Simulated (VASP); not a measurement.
# SiC (zincblende), PBE single-point calculation: VASP's output and Ansatz's

POSCAR

```
Si C
 1.0000000000000000
     0.0000000000000000    2.1780523510378273    2.1780523510378273
     2.1780523510378273    0.0000000000000000    2.1780523510378273
     2.1780523510378273    2.1780523510378273    0.0000000000000000
 Si  C
   1   1
Cartesian
  0.0000000000000000  0.0000000000000000 -0.0000000000000000
  1.0890261755189137  1.0890261755189137  1.0890261755189137
```

VASP ran with the recommended PBE PAW datasets (8 valence electrons in the cell).

From OUTCAR

```
k-points           NKPTS =     47   k-points in BZ     NKDIM =     47   number of bands    NBANDS=     11

   NELECT =       8.0000    total number of electrons

   dimension x,y,z NGX =    24 NGY =   24 NGZ =   24
   dimension x,y,z NGXF=    48 NGYF=   48 NGZF=   48

  energy-cutoff  :      520.00
  volume of cell :       20.66
      direct lattice vectors                 reciprocal lattice vectors
     0.000000000  2.178052351  2.178052351    -0.229562894  0.229562894  0.229562894
     2.178052351  0.000000000  2.178052351     0.229562894 -0.229562894  0.229562894
     2.178052351  2.178052351  0.000000000     0.229562894  0.229562894 -0.229562894

 k-points in reciprocal lattice and weights: KPOINTS created by Atomic Simulation Env
   0.00000000  0.00000000  0.00000000       0.001
   0.10000000  0.00000000  0.00000000       0.008
   0.20000000  0.00000000  0.00000000       0.008
   0.30000000  0.00000000  0.00000000       0.008
   0.40000000  0.00000000  0.00000000       0.008
   0.50000000  0.00000000  0.00000000       0.004
   0.10000000  0.10000000  0.00000000       0.006
   0.20000000  0.10000000  0.00000000       0.024
   ...

 E-fermi :   8.5709

 k-point     1 :       0.0000    0.0000    0.0000
  band No.  band energies     occupation
      1      -7.2919      2.00000
      2       8.1216      2.00000
      3       8.1216      2.00000
      4       8.1216      2.00000
      5      14.3709      0.00000
      6      15.4381      0.00000
      7      15.4381      0.00000
      8      15.4381      0.00000
      9      22.6358      0.00000
     10      22.6358      0.00000
     11      24.6227      0.00000

 k-point     2 :       0.1000    0.0000    0.0000
  band No.  band energies     occupation
      1      -7.0963      2.00000
      2       7.1130      2.00000
      3       7.9879      2.00000
      4       7.9879      2.00000
      5      14.6301      0.00000
      6      15.6815      0.00000
      7      15.6815      0.00000
      8      15.7145      0.00000
      9      21.6884      0.00000
     10      21.6884      0.00000
     11      24.4171      0.00000

 k-point     3 :       0.2000    0.0000    0.0000
  band No.  band energies     occupation
      1      -6.5183      2.00000
      2       4.9927      2.00000
      3       7.6811      2.00000
      4       7.6811      2.00000
      5      14.3383      0.00000
      6      16.0406      0.00000
      7      16.0406      0.00000
      8      16.9170      0.00000
      9      21.0244      0.00000
     10      21.0244      0.00000
     11      23.5282      0.00000

 k-point     4 :       0.3000    0.0000    0.0000
  band No.  band energies     occupation
      1      -5.5936      2.00000
      2       2.6788      2.00000
      3       7.3650      2.00000
      4       7.3650      2.00000
      5      13.9290      0.00000
      6      15.9011      0.00000
      7      15.9011      0.00000
      8      17.8882      0.00000
      9      21.8477      0.00000
     10      21.8477      0.00000
     11      23.2661      0.00000

 k-point     5 :       0.4000    0.0000    0.0000
  band No.  band energies     occupation
      1      -4.4495      2.00000
      2       0.6234      2.00000
      3       7.1462      2.00000
      4       7.1462      2.00000
      5      13.6585      0.00000
      6      15.5223      0.00000
      7      15.5223      0.00000
      8      18.1770      0.00000
      9      23.7779      0.00000
     10      23.7779      0.00000
     11      23.8629      0.00000

 k-point     6 :       0.5000    0.0000    0.0000
  band No.  band energies     occupation
      1      -3.7209      2.00000
      2      -0.4197      2.00000
      3       7.0696      2.00000
      4       7.0696      2.00000
      5      13.5676      0.00000
      6      15.3541      0.00000
      7      15.3541      0.00000
      8      18.1833      0.00000
      9      24.3363      0.00000
     10      25.3687      0.00000
     11      25.3687      0.00000

 k-point     7 :       0.1000    0.1000    0.0000
  band No.  band energies     occupation
      1      -7.0311      2.00000
      2       7.3670      2.00000
      3       7.6486      2.00000
      4       7.6486      2.00000
      5      14.6099      0.00000
      6      15.1722      0.00000
      7      16.1441      0.00000
      8      16.1441      0.00000
      9      20.2673      0.00000
     10      22.9300      0.00000
     11      25.6091      0.00000

 k-point     8 :       0.2000    0.1000    0.0000
  band No.  band energies     occupation
      1      -6.5802      2.00000
      2       5.7133      2.00000
      3       7.2188      2.00000
      4       7.4985      2.00000
      5      14.2639      0.00000
      6      15.5425      0.00000
      7      16.7550      0.00000
      8      16.7682      0.00000
      9      19.5496      0.00000
     10      22.6277      0.00000
     11      25.0593      0.00000

 ...

  Total        0.4521815      0.4521815      0.4521815      0.0000000     -0.0000000      0.0000000
  in kB       35.0581059     35.0581059     35.0581059      0.0000000     -0.0000000      0.0000000
  external PRESSURE =      35.0581059 kB  Pullay stress =       0.0000000 kB

 POSITION                                       TOTAL-FORCE (eV/Angst)
 -----------------------------------------------------------------------------------
      0.00000      0.00000      0.00000         0.000000      0.000000      0.000000
      1.08903      1.08903      1.08903        -0.000000     -0.000000     -0.000000
 -----------------------------------------------------------------------------------
    total drift:                                0.000000      0.000000      0.000000

  FREE ENERGIE OF THE ION-ELECTRON SYSTEM (eV)
  ---------------------------------------------------
  free  energy   TOTEN  =       -15.0571411170 eV

  energy  without entropy=      -15.0571411170  energy(sigma->0) =      -15.05714112
```

The two codes use different PAW datasets and cutoffs. VASP's cell holds 8 valence electrons and Ansatz's 8. Ansatz's stress includes a Pulay correction; VASP's doesn't.

**Question.** What does Ansatz give for the same cell and level of theory?

**Answer.** gap between bands v and c 1.36 eV; least direct gap 4.55 eV; pressure 3.6 GPa.

Ansatz printed

```
SCF 1 converged in 6 iterations: F = -887.156387 eV  dr2 = 9.60e-12
  greatest PAW one-centre occupation: 0.645 electrons in one spin orbital (limit 2), on the C atom at site 1 (counted from 0), in its partial waves of l = 0
NSCF: frozen V_eff on 7 k-points
SCF converged after 6 iterations
Free energy (F): -887.156387 eV
Harris-Foulkes:  -887.156387 eV  (|F-HF|=3.27e-11)
Internal energy: -887.156387 eV  (E = F + TS)
E sigma→0 (E₀):  -887.156387 eV
Fermi energy:    10.175979 eV
--- Per-component energies (eV) ---
  E_band       = 28.799152
  E_kinetic    = 135.794589
  E_local      = -104.329185  (includes V_loc(G=0)·N_el)
  E_nonlocal   = 51.865660
  E_hartree    = 32.044615
  E_xc         = -105.526736
  E_vxc        = -109.400440  (∫ρ·V_xc dr)
  E_paw        = -612.097657  (= ΣΔE_a)
  E_vpaw       = -9.220706  (= ΣTr[D̂ρ^β])
  E_aug_tail   = 0.000014  (compensation charges beyond the density's cutoff)
  E_ewald      = -284.907687
  E_smearing   = -0.000000  (= −TS)
  E_closure    = 0.000000  (closes the sum)
  Σ components = -887.156387   (vs F -887.156387, Δ=0.00e0)
--- Forces (eV/Å), atoms counted from 1 ---
  atom   1  Si     0.00000000    -0.00000000    -0.00000000
  atom   2  C     -0.00000000     0.00000000     0.00000000
  max |Σ_I F_I| component: 1.48e-16 eV/Å
--- Stress (GPa, compression-positive) ---
        3.564460      -0.000000      -0.000000
       -0.000000       3.564460       0.000000
       -0.000000       0.000000       3.564460
  P = ⅓ Tr σ = 3.5645 GPa (35.645 kbar)
--- Band table (eV; the first three rows and the last of 47) ---
  k-point 0: bands = ["-5.9181", "9.4960", "9.4960", "9.4960", "15.7249", "16.8148", "16.8148", "16.8148"]
  k-point 1: bands = ["-5.7225", "8.4874", "9.3624", "9.3624", "15.9905", "17.0577", "17.0577", "17.0853"]
  k-point 2: bands = ["-5.1444", "6.3665", "9.0555", "9.0555", "15.7055", "17.4156", "17.4156", "18.2812"]
  k-point 46: bands = ["-0.6859", "2.3582", "4.6966", "4.9200", "14.1823", "17.5614", "19.5326", "20.7078"]
```
